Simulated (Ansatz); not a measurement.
Runs of Ansatz 0.2.0 on Sb. The structure is cubic, space group Pm-3m (No. 221). Conventional cell: a = 3.160 Å, b = 3.160 Å, c = 3.160 Å, α = 90.00°, β = 90.00°, γ = 90.00°. Sb (site symmetry m-3m) is surrounded by 6 Sb at 3.16 Å. This isn't the form of Sb at room conditions, which is rhombohedral.

```tsv
task	level	potentials or basis	spin	cell	k mesh	cutoff (eV)	smearing	points for each segment of the path	driver	mesh quality	gap on the mesh (eV)	pressure (GPa)	relaxed volume (Å³/atom)
relaxation of cell and atoms	HSEsol	Ansatz PAW	off	relaxed	4 × 4 × 4	420	fermi-dirac 0.05 eV	-	-	coarse	none	-	27.69
single point	r2SCAN50	Ansatz PAW	off	as given	4 × 4 × 4	500	fermi-dirac 0.05 eV	-	-	coarse	none	-	-
band structure	HSE06	Ansatz PAW	off	as given	4 × 4 × 4	420	fermi-dirac 0.05 eV	4	-	coarse	none	-	-
relaxation of cell and atoms	PBE0	Ansatz PAW	off	relaxed	4 × 4 × 4	420	fermi-dirac 0.05 eV	-	-	coarse	none	-	(a)
single point	r2SCAN	Ansatz NC	collinear, random start	as given	8 × 8 × 8	1230	gaussian 0.025 eV	-	chain	not flagged	none	-3.3	-
projected density of states	HSE06	Ansatz PAW polarizable	off	as given	4 × 4 × 4	420	cold 0.05 eV	-	-	coarse	none	-	-
electric field gradients	PBE	Ansatz PAW	off	cell strained at random at fixed volume	8 × 8 × 8	420	gaussian 0.05 eV	-	-	not flagged	none	-2.3	-
projected density of states	B3LYP+D3(BJ)	Ansatz PAW earlier set	off	as given	5 × 5 × 5	430	fermi-dirac 0.05 eV	-	-	coarse	none	-	-
single point	LDA	Ansatz PAW	off	as given	8 × 8 × 8	420	gaussian 0.1 eV	-	-	not flagged	none	-5.7	-
band structure	HSE06	Ansatz PAW	off	as given	6 × 6 × 6	420	fermi-dirac 0.05 eV	4	-	not flagged	none	-	-
single point	r2SCAN0	Ansatz PAW	off	as given	4 × 4 × 4	500	fermi-dirac 0.05 eV	-	-	coarse	none	-	-
relaxation of cell and atoms	HSE03	Ansatz PAW	off	relaxed	4 × 4 × 4	420	fermi-dirac 0.05 eV	-	-	coarse	none	-	(b)
```

Estimate the missing entries.

(a) 28.32; (b) 28.58.

Caveats: some runs use coarse meshes; the PAW data sets come from PBE, with cores solved anew for the run's functional, which leaves a small shift of forces and pressure (some runs); the plane-wave basis is chosen anew once the cell has moved, so the energies of steps on either side of that aren't comparable (some runs); the potentials were made for another functional, which shifts forces and pressure (some runs); the volume moved by -12 % from the deposited cell, more than functionals usually miss (some runs); the volume moved by -10 % from the deposited cell, more than functionals usually miss (some runs); pairwise dispersion overbinds metals, which lowers pressure and volume (some runs).

A k mesh can miss the band edges, and the runs leave out spin-orbit coupling on Sb.

A gap of «none» marks a metal or a gap under the smearing width.

Not every run made on this cell is shown here.
